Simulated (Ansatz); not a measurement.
## GaAs (F-43m), two-dimensional strain map

The calculation used Ansatz 0.2.0, DFT PBE, scalar-relativistic, plane waves, PAW. Settings: plane waves to 420 eV, k-mesh 10×10×10 (Γ-centred), Gaussian smearing 0.03 eV. No spin polarisation. Energies are free energies at this smearing, counted from the undisturbed cell; pressure is positive in compression.

The starting cell (relaxed at this level):

```
Ga As
1.0
     0.00000    2.87269    2.87269
     2.87269    0.00000    2.87269
     2.87269    2.87269    0.00000
Ga As
1 1
Direct
  0.00000 0.00000 0.00000
  0.75000 0.75000 0.75000
```

The cell is strained by p along both x and y and by q along z, fractional coordinates fixed. Points are written (p, q).

Energy above the undisturbed cell in meV/atom (a dash: not computed):

```csv
p \ q,-0.050,-0.025,0.000,0.025,0.050
-0.050,122.4,84.4,59.3,46.5,44.9
-0.025,52.9,27.8,13.9,10.6,17.0
0.000,19.1,4.7,0.0,4.4,17.3
0.025,14.9,9.2,12.0,22.8,41.0
0.050,34.7,36.4,45.4,61.4,83.8
```

Pressure in GPa:

```
 p \ q  -0.050  -0.025  0.000  0.025  0.050
-0.050    13.4    10.5    7.9    5.6    3.6
-0.025     7.9     5.5    3.5    1.6    0.1
 0.000     3.5     1.6    0.0   -1.4   -2.6
 0.025     0.1    -1.4   -2.6   -3.8   -4.7
 0.050    -2.6    -3.7   -4.7   -5.5   -6.3
```

Gap on the k-mesh in eV:

```csv
p \ q,-0.050,-0.025,0.000,0.025,0.050
-0.050,1.25,1.07,0.80,0.52,0.25
-0.025,0.82,0.73,0.48,0.23,0.00
0.000,0.34,0.25,0.16,0.00,0.00
0.025,0.11,0.19,0.12,0.00,0.00
0.050,0.26,0.23,0.19,0.11,0.00
```

Where the gap reads zero the k-mesh, chosen for the insulator, is on the coarse side.